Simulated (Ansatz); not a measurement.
## Sb in Ansatz: the effect of functional

The system is Sb.

```
Sb
1.0
    -1.85878    1.85878    1.85878
     1.85878   -1.85878    1.85878
     1.85878    1.85878   -1.85878
Sb
1
Direct
  0.00000 0.00000 0.00000
```

This isn't the form of Sb at room conditions, which is rhombohedral.

The cell isn't the ideal one: volume scaled by 0.98.

Alike in all runs:

```yaml
Program: Ansatz 0.2.0
Task: single point
Potentials_or_basis: Ansatz PAW
k_mesh: 10 × 10 × 10
Occupations: fermi-dirac, width 0.05 eV
Spin: no spin polarisation
```

| functional | cutoff | pressure (GPa) |
| --- | --- | --- |
| LDA | 420 eV (not typed: the program's choice for these potentials) | 0.1 |
| PBEsol | 420 eV (not typed: the program's choice for these potentials) | 1.4 |
| r2SCAN | 500 eV (not typed: the program's choice for these potentials) | ? |

Question: What does the run with functional r2SCAN give?

Answer: Pressure 4.0 GPa.

Caveats: the PAW data sets come from PBE, with cores solved anew for the run's functional, which leaves a small shift of forces and pressure.

Runs at the PBE level aren't shown here.
